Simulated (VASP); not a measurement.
A calculation with VASP 6.6.1 of As (native input, structure from a POSCAR):

File INCAR:

```
PREC = Accurate
ENCUT = 520
EDIFF = 1E-6
ISMEAR = 0
SIGMA = 0.02
LREAL = False
LASPH = True
NELM = 100
ALGO = Normal
ISIF = 2
LWAVE = False
LCHARG = False
GGA = PS
```

The input KPOINTS:

```
regular mesh
0
Gamma
  10 10 10
```

File POSCAR:

```
As
2.7037
    0.999993247920      0.000000000000      0.000000000000
    0.000000000000      0.999993247920      0.000000000000
    0.000000000000      0.000000000000      0.999993247920
As
1
Direct
    0.5000000000      0.5000000000      0.5000000000
```

Potentials or basis: VASP PAW PBE potentials, release 64 (As).

Run with:

```console
$ cat potpaw_PBE.64/As/POTCAR > POTCAR
$ mpirun -np 1 vasp_std > vasp.out
```

This isn't the form of As at room conditions, which is rhombohedral.

**Question.** Write the same calculation in another form: ASE script, Cartesian positions.

**Answer.** As run:

Contents of run.py:

```python
from ase.calculators.vasp import Vasp
from ase.dft.bandgap import bandgap
from ase.io import read

atoms = read('As.xyz')
calc = Vasp(
    directory='calc',
    xc='pbesol',
    pp='PBE',
    setups='recommended',
    prec='Accurate',
    encut=520,
    ediff=1e-06,
    ismear=0,
    sigma=0.02,
    lreal=False,
    lasph=True,
    nelm=60,
    algo='Normal',
    isif=2,
    lwave=False,
    lcharg=False,
    kpts=[10, 10, 10],
    gamma=True,
    nbands=8,
)
atoms.calc = calc

print('energy (eV):', atoms.get_potential_energy())
print('free energy (eV):', atoms.get_potential_energy(force_consistent=True))
print('forces (eV/A):')
print(atoms.get_forces())
print('stress (eV/A^3, Voigt):', atoms.get_stress())
print('Fermi level (eV):', calc.get_fermi_level())
gap, top, bottom = bandgap(calc)
print('band gap (eV):', gap, 'from (spin, k, band)', top, 'to', bottom)
```

The input As.xyz:

```xyz
1
Lattice="2.7036817444 0.0000000000 0.0000000000 0.0000000000 2.7036817444 0.0000000000 0.0000000000 0.0000000000 2.7036817444" Properties=species:S:1:pos:R:3 pbc="T T T"
As     1.3518408722      1.3518408722      1.3518408722
```

Potentials or basis: VASP PAW PBE potentials, release 64 (As).

Launch:

```console
$ python run.py
```

Both were run:

|  | native input, structure from a POSCAR | ASE script, Cartesian positions |
| --- | --- | --- |
| Pressure | -1.2 GPa | -1.2 GPa |
| Band gap on the k mesh | none (metal or under the smearing width) | none (metal or under the smearing width) |

Keys that steer only the numerical path or the files written may differ.

Caveat: the PAW data sets were made with another functional, which shifts forces and pressure a little.
